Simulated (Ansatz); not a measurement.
Input of an Ansatz 0.2.0 run:

Contents of input.yaml:

```yaml
crystal:
  lattice:
    - [0.0, 2.0859016414, 2.0859016414]
    - [2.0859016414, 0.0, 2.0859016414]
    - [2.0859016414, 2.0859016414, 0.0]
  atoms:
    - { symbol: Ni, position: [0.0, 0.0, 0.0], spin: 1.0 }
    - { symbol: O, position: [0.5, 0.5, 0.5] }
hamiltonian:
  xc: revpbe
  pseudopotentials: { kind: paw, core: small }
  dispersion: d4
  hubbard: { sites: [{ species: Ni, l: d, u_eff: 5.3 }], double_counting: amf }
magnetization:
  spin_polarized: true
kpoints:
  mp_grid: { grid: [11, 11, 11] }
  band_path:
    path:
      - [[0.0, 0.0, 0.0], [0.5, 0.0, 0.5], [0.5, 0.25, 0.75], [0.375, 0.375, 0.75], [0.0, 0.0, 0.0], [0.5, 0.5, 0.5], [0.625, 0.25, 0.625], [0.5, 0.25, 0.75], [0.5, 0.5, 0.5], [0.375, 0.375, 0.75]]
      - [[0.625, 0.25, 0.625], [0.5, 0.0, 0.5]]
    npoints: 14
scf:
  occupations: { method: fermi_dirac, width: 0.025 }
  n_extra_bands: 6
output:
  forces: true
  stress: true
  eigenvalues: true
  fatbands: false
```

Potentials or basis: Ansatz PAW.

Run with:

```console
$ ansatz run input.yaml --threads 1 --pin off --max-ram 2560MiB --backend cpu --events-out ev --progress --plain --runs-dir out
```

Task: Predict the pressure.

Result: 10.4 GPa.

Task: Estimate the band gap along the path.

Result: 1.51 eV, indirect (least direct gap 2.54 eV).

Eigenvalues of the final occupation matrices:
| site | spin | trace | eigenvalues |
| --- | --- | --- | --- |
| site 1 | 1 | 4.99 | 1.00 1.00 1.00 1.00 1.00 |
| site 1 | 2 | 3.23 | 0.12 0.12 1.00 1.00 1.00 |

Caveat: the magnetic or orbital state may not be the lowest; the pressure holds a Pulay correction of +0.7 GPa for the finite cutoff; a cell with one magnetic atom can't hold antiferromagnetic order, which such compounds often take; the PAW data sets come from PBE, with cores solved anew for the run's functional, which leaves a small shift of forces and pressure. The state reached can hang on the start; a lower one may exist.
